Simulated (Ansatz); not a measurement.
# InSb: how the settings move a single-point run

Question: which choices in the input matter for InSb?

Program: Ansatz 0.2.0. Level of theory: reference: DFT, PBE, all-electron PAW with datasets made for the crystal, scalar-relativistic. These are calculated values, not measurements.

### Step 1. The starting structure

The structure is cubic, space group F-43m (No. 216). The conventional cell has a = 6.605 Å, b = 6.605 Å, c = 6.605 Å, α = 90.00°, β = 90.00°, γ = 90.00°. In (site symmetry -43m) is surrounded by 4 Sb at 2.86 Å. Sb (site symmetry -43m) is surrounded by 4 In at 2.86 Å.

As a file:

```
In Sb
1.0
     0.00000    3.30263    3.30263
     3.30263    0.00000    3.30263
     3.30263    3.30263    0.00000
In Sb
1 1
Direct
  0.00000 0.00000 0.00000
  0.75000 0.75000 0.75000
```

### Step 2. Baseline

Contents of input.yaml:

```yaml
crystal:
  lattice:
    - [0.0, 3.3026278931, 3.3026278931]
    - [3.3026278931, 0.0, 3.3026278931]
    - [3.3026278931, 3.3026278931, 0.0]
  atoms:
    - { symbol: In, position: [0.0, 0.0, 0.0] }
    - { symbol: Sb, position: [0.75, 0.75, 0.75] }
kpoints:
  mp_grid: { grid: [10, 10, 10] }
scf:
  occupations: { method: fermi_dirac, width: 0.03 }
hamiltonian:
  xc: pbe
  pseudopotentials: { kind: all_electron, datasets: crystal }
output:
  forces: true
  stress: true
  eigenvalues: true
  efg: { contact_densities: true }
```

Command:

```
ansatz run input.yaml --threads 1 --pin off --max-ram 2048MiB --backend cpu --events-out ev --progress --plain --runs-dir out
```

### Step 3. Changing settings: xc_grid 4

input.yaml: that of step 2 with these lines changed.

```diff
@@ -20 +20,3 @@
   efg: { contact_densities: true }
+basis:
+  xc_grid: 4
```

What does the calculation give? Wanted: for each run, ending; energy change; pressure; gap; force.

The runs gave:

| run | ending | energy change | pressure (GPa) | gap (eV) | force (eV/Å) | cycles | time |
| --- | --- | --- | --- | --- | --- | --- | --- |
| reference | converged | 0 | 0.5 | 0.00 | 0.00 | 7 | 7 s |
| 1: xc_grid 4 | converged | 0.0 meV/atom | 0.5 | 0.00 | 0.00 | 7 | 7.2 s |

Residual by cycle in the longest SCF loop of each run; runs are numbered as in the table. The quantity is the density residual dr2, in eV.

| cycle | reference | run 1 |
| --- | --- | --- |
| 1 | 0.493 | 0.493 |
| 2 | 0.0582 | 0.0582 |
| 3 | 0.00924 | 0.00924 |
| 4 | 8.6e-5 | 8.6e-5 |
| 5 | 1.7e-5 | 1.7e-5 |
| 6 | 1.0e-6 | 1.0e-6 |
| 7 | 1.1e-8 | 1.1e-8 |

**Reading.** The changed input (numerical grids) leaves the energy the same to the digits printed. Semilocal functionals close small gaps, so the missing gap need not be the real solid's.
